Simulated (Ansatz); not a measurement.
**ZnSe (P4/nmm): comparison of functionals at one structure in Python**

How far apart do the functionals lie for ZnSe (P4/nmm) at one structure? Aim: a comparison of functionals at one structure, for ZnSe (P4/nmm), run from a script.

Computed with Ansatz 0.2.0, driven from Python. The levels of theory stand in the script.

## Step 1: Starting point

The structure is tetragonal, space group P4/nmm (No. 129). Conventional cell: a = 4.108 Å, b = 4.108 Å, c = 6.070 Å, α = 90.00°, β = 90.00°, γ = 90.00°. Around Zn (site symmetry -4m2) lie 4 Se at 2.54 Å and 4 Zn at 2.90 Å. Around Se (site symmetry 4mm) lie 4 Zn at 2.54 Å.

POSCAR, read by the script:

```text
ZnSe
1.0
   4.10770200    0.00000000    0.00000000
   0.00000000    4.10770200    0.00000000
   0.00000000    0.00000000    6.07035000
Zn Se
2 2
Direct
   0.00000000    0.00000000    0.00000000
   0.50000000    0.50000000    0.00000000
   0.00000000    0.50000000    0.24628000
   0.50000000    0.00000000    0.75372000
```

## Step 2: The script

xc_znse.py

```python
'''One structure of ZnSe under several functionals.'''

import argparse

import ansatz as az
from ase.io import read

parser = argparse.ArgumentParser(description='One structure of ZnSe under several functionals.')
parser.add_argument('--mesh', type=int, nargs=3, required=True, help='k-point sampling')
parser.add_argument('--occupations', default='Fixed', help='how the bands are filled')
args = parser.parse_args()

atoms = read('POSCAR', format='vasp')
znse = az.Crystal.from_ase(atoms)

setup = znse.calculation()
setup = setup.pseudopotentials('paw').basis(41 * az.Ry)
setup = setup.kpoints(*args.mesh)
setup = setup.occupations(args.occupations)
setup = setup.stress()

rows = []
for value in ['lda', 'blyp', 'pbesol']:
    data = setup.functional(value).run(threads=1).report
    rows.append((value, data['free_energy_ev'] / len(data['lattice']['sites']), data['n_iterations'], sum(data['stress_gpa'][i][i] for i in range(3)) / 3, data['n_kpoints']))

print('  functional   F/atom (eV)    iterations       P (GPa)      k-points')
for row in rows:
    print(f'{str(row[0]):>12s}  {row[1]:12.5f}  {row[2]:12d}  {row[3]:12.3f}  {row[4]:12d}')
```

## Step 3: The input behind the calls

The package turns the script's settings into the engine's input (first run):

```yaml
crystal:
  lattice:
    - [4.107702, 0.0, 0.0]
    - [0.0, 4.107702, 0.0]
    - [0.0, 0.0, 6.07035]
  atoms:
    - { symbol: Zn, position: [0.0, 0.0, 0.0] }
    - { symbol: Zn, position: [0.5, 0.5, 0.0] }
    - { symbol: Se, position: [0.0, 0.5, 0.24627999999999997] }
    - { symbol: Se, position: [0.5, 0.0, 0.75372] }
basis:
  ecutwfc: 557.833418042754
kpoints:
  mp_grid:
    grid: [4, 4, 4]
hamiltonian:
  xc: lda
  pseudopotentials:
    kind: paw
scf:
  occupations:
    method: fixed
output:
  stress: true
```

## Step 4: Running it

On the command line:

```
$ python xc_znse.py --mesh 4 4 4
```

The program printed:

```text
  functional   F/atom (eV)    iterations       P (GPa)      k-points
         lda   -4315.18520             7        -4.595            18
        blyp   -4404.88694             8         2.816            18
      pbesol   -4353.03689             7        -2.658            18
```

Run time: 17 s. Hardware: 1 thread of Arm Neoverse V1, shared host; peak memory 0.53 GiB.

## Step 5: What changed from run to run

The engine's inputs for the other runs:

Run 2, against run 1:

```diff
@@ -17 +17 @@
-  xc: lda
+  xc: blyp
```

Run 3, against run 1:

```diff
@@ -17 +17 @@
-  xc: lda
+  xc: pbesol
```

## Step 6: What each run gave

The 3 runs, in the order started:

| run | functional | energy (eV/atom) | pressure (GPa) | gap on the mesh (eV) | SCF cycles | CPU time (s) |
| --- | --- | --- | --- | --- | --- | --- |
| 1 | lda | -4315.1852 | -4.59 | 1.70 | 7 | 4.8 |
| 2 | blyp | -4404.8869 | 2.82 | 1.81 | 8 | 5.5 |
| 3 | pbesol | -4353.0369 | -2.66 | 1.85 | 7 | 4.9 |

Totals hang on method, basis and potentials, so only like runs compare.

## Step 7: Outcome

```
             quantity                           value
        runs compared                               3
pressure at this cell    -4.6 (lda) to 2.8 GPa (blyp)
      gap on the mesh  1.70 (lda) to 1.85 eV (pbesol)
```

What this shows: From lowest to highest: LDA (-4.6 GPa), PBEsol (-2.7 GPa) and BLYP (2.8 GPa). At a fixed cell a lower pressure usually means a smaller equilibrium volume, so LDA prefers the smallest cell and BLYP the largest. Gaps by band count in the reports: LDA 1.70 eV, BLYP 1.81 eV and PBEsol 1.85 eV. What to keep in mind:
- Pressure is positive in compression.
- This cell is a computed structure, which may not be the phase found in nature.
- Total energies of different functionals can't be compared; pressures, moments and gaps at this one structure can.
